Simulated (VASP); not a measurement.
# MgS: convergence, Born charge from the Berry-phase polarisation

MgS, Fm-3m (no. 225), 2 atoms in the cell. PBEsol, Born charge from Berry-phase polarisation; PAW potentials S, Mg (PBE set). VASP 6.6.1.

Wanted: Born charge by displacement within 0.02 e.

Geometry: relaxed with this functional; Atom moved (from 0): 1.

The series start from k mesh: 6x6x6; Displacement (Å): 0.02; Plane-wave cutoff (eV): 340; SCF threshold (eV): 1e-7; Precision mode: Accurate. Each series keeps the choices made before it, and each single choice may use up half of a tolerance. Times cover all steps of a run.

## k mesh

| k mesh | Born charge by displacement (e) | Time (s) |
|---|---|---|
| 4x4x4 | 2.305 | 97 |
| 6x6x6 | 2.303 | 106 |
| 8x8x8 | 2.303 | 116 |
| 10x10x10 | 2.302 | 134 |
| 14x14x14 (reference) | 2.301 | 200 |

Chosen: 4x4x4, the loosest value from which every tighter one stays within half of the tolerance.

## Displacement (Å)

| Displacement (Å) | Born charge by displacement (e) | Time (s) |
|---|---|---|
| 0.02 | 2.305 | 97 |
| 0.005 | 2.306 | 97 |
| 0.05 | 2.304 | 96 |
| 0.15 | 2.295 | 98 |

Chosen: 0.02; no other choice that stays within half of the tolerance saves 30 % of the time.

## Plane-wave cutoff (eV)

| Plane-wave cutoff (eV) | Born charge by displacement (e) | Time (s) |
|---|---|---|
| 210 | 2.304 | 62 |
| 260 | 2.305 | 74 |
| 300 | 2.305 | 79 |
| 340 | 2.305 | 97 |
| 420 (reference) | 2.305 | 93 |

Chosen: 210.

## SCF threshold (eV)

| SCF threshold (eV) | Born charge by displacement (e) | Time (s) |
|---|---|---|
| 0.0001 | 2.301 | 62 |
| 1e-5 | 2.304 | 62 |
| 1e-6 | 2.304 | 69 |
| 1e-7 | 2.304 | 62 |
| 1e-8 (reference) | 2.303 | 63 |

Chosen: 0.0001.

## Precision mode

| Precision mode | Born charge by displacement (e) | Time (s) |
|---|---|---|
| Accurate | 2.301 | 62 |
| Normal | 2.301 | 60 |
| Single | 2.299 | 62 |

Chosen: Accurate.

## All choices together

| Input | Born charge by displacement (e) | Time (s) |
|---|---|---|
| program defaults, KSPACING-like mesh of 0.5 per A (naive) | no result | 91 |
| chosen settings | 2.301 | 62 |
| reference settings throughout | 2.301 | 192 |

The tolerance is met.

## The input

INCAR.step1:
```
SYSTEM = MgS
PREC = Accurate
ENCUT = 210
EDIFF = 1E-8
ISMEAR = 0
SIGMA = 0.02
LREAL = .FALSE.
LASPH = .TRUE.
ALGO = Normal
NELM = 120
LWAVE = .FALSE.
LCHARG = .FALSE.
GGA = PS
LEPSILON = .TRUE.
KPAR = 2
```

INCAR.step2, as INCAR.step1 but for:
```
- EDIFF = 1E-8
- LEPSILON = .TRUE.
- KPAR = 2
+ EDIFF = 1E-4
+ LCALCPOL = .TRUE.
+ DIPOL = 0.127 0.213 0.319
+ KPAR = 1
```

KPOINTS.step1:
```
k-points
0
Gamma
  12 12 12
```

KPOINTS.step2:
```
Automatic mesh
0
Gamma
  4 4 4
  0 0 0
```

POSCAR.step1:
```
MgS
1.0
    0.0000000000      2.5887215874      2.5887215874
    2.5887215874      0.0000000000      2.5887215874
    2.5887215874      2.5887215874      0.0000000000
S Mg
1 1
Direct
    0.5000000000      0.5000000000      0.5000000000
    0.0000000000      0.0000000000      0.0000000000
```

POSCAR.step2:
```
MgS
 1.0000000000000000
     0.0000000000000000    2.5887215873606215    2.5887215873606215
     2.5887215873606215    0.0000000000000000    2.5887215873606215
     2.5887215873606215    2.5887215873606215    0.0000000000000000
 S   Mg
   1   1
Direct
  0.5000000000000000  0.5000000000000000  0.5000000000000000
 -0.0038629105767205 -0.0038629105767205  0.0038629105767205
```

POSCAR.step3:
```
MgS
 1.0000000000000000
     0.0000000000000000    2.5887215873606215    2.5887215873606215
     2.5887215873606215    0.0000000000000000    2.5887215873606215
     2.5887215873606215    2.5887215873606215    0.0000000000000000
 S   Mg
   1   1
Direct
  0.5000000000000000  0.5000000000000000  0.5000000000000000
  0.0038629105767205  0.0038629105767205 -0.0038629105767205
```

Commands (each step's output is kept before the next begins):
```
cat potpaw_PBE.64/S/POTCAR potpaw_PBE.64/Mg/POTCAR > POTCAR
cp INCAR.step1 INCAR
cp KPOINTS.step1 KPOINTS
cp POSCAR.step1 POSCAR
mpirun -np 2 vasp_std > vasp.out
rm WAVECAR CHG
cp INCAR.step2 INCAR
cp KPOINTS.step2 KPOINTS
cp POSCAR.step2 POSCAR
mpirun -np 2 vasp_std > vasp.out
rm WAVECAR CHG
cp POSCAR.step3 POSCAR
mpirun -np 2 vasp_std > vasp.out
```

The chosen input took VASP 6.6.1 62 s on 2 cores (Intel Xeon Platinum 8488C (Sapphire Rapids)), a shared host.

## An input that fails: wide smearing, so the filled bands are not separate

It runs to its end, but its output holds no dipole.

Changes against the starting input:
```
- ISMEAR = 0
- SIGMA = 0.02
+ ISMEAR = -1
+ SIGMA = 1.0
```
